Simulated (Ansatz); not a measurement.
# TiAl3: hydrostatic pressure series

All numbers below come from Ansatz, DFT PBE, scalar-relativistic, plane waves, PAW. (420 eV cutoff, 10×10×10 k-mesh, Gaussian smearing of 0.10 eV, no spin polarisation)

Starting point, cell and atoms relaxed:

```xyz
4
Lattice="3.9797 0.0000 0.0000 0.0000 3.9797 0.0000 0.0000 0.0000 3.9797" Properties=species:S:1:pos:R:3 pbc="T T T"
Ti    0.0000    0.0000    0.0000
Al    1.9899    1.9899    0.0000
Al    1.9899    0.0000    1.9899
Al    0.0000    1.9899    1.9899
```

Cell and atoms are relaxed at each pressure within the symmetry of the start, at zero temperature, so transitions that lower the symmetry aren't seen. The k-mesh given is that at zero pressure and may differ at others. a, b and c are the lengths of the cell vectors above.

```csv
P (GPa),V (Å³/atom),V/V0,a (Å),b (Å),c (Å)
-1,15.91,1.010,3.993,3.993,3.993
0,15.76,1.000,3.980,3.980,3.980
1,15.60,0.990,3.967,3.967,3.967
4,15.21,0.965,3.933,3.933,3.933
12,14.35,0.911,3.857,3.857,3.857
25,13.32,0.845,3.763,3.763,3.763
50,11.99,0.761,3.633,3.633,3.633
90,10.64,0.675,3.492,3.492,3.492
```

Task: What bulk modulus and pressure derivative fit these points?

Result: A third-order Birch–Murnaghan fit gives B0 = 108 GPa and B0' = 3.9.

This form isn't the usual stable structure of the compound.